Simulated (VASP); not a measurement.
A run of VASP 6.6.1 is set up as follows.

Contents of INCAR:

```
ALGO = Fast
EDIFF = 1E-6
ENCUT = 520
GGA = PS
ISIF = 2
ISMEAR = 0
LASPH = True
LCHARG = False
LREAL = False
LWAVE = False
NBANDS = 12
NELM = 100
PREC = Accurate
SIGMA = 0.15
```

Contents of KPOINTS:

```
k-points
0
Gamma
  18 18 18
```

The input POSCAR:

```
Cd
1.0
    0.0000000000      2.2292404987      2.2181497500
    2.2181497500      0.0000000000      2.2181497500
    2.2181497500      2.2292404987      0.0000000000
Cd
1
Direct
    0.0000000000      0.0000000000      0.0000000000
```

Potentials or basis: VASP PAW PBE potentials, release 64 (Cd).

Run with:

```bash
$ cat potpaw_PBE.64/Cd/POTCAR > POTCAR
$ mpirun -np 1 vasp_std > vasp.out
```

What does it give for the band gap on the k mesh?

None (metal or under the smearing width).

What does it give for the pressure?

-2.0 GPa.

Stress tensor (GPa, compression positive):
```
-1.99  0.00  0.00
 0.00 -2.15  0.00
 0.00  0.00 -1.99
```

Caveat: the PAW data sets were made with another functional, which shifts forces and pressure a little.
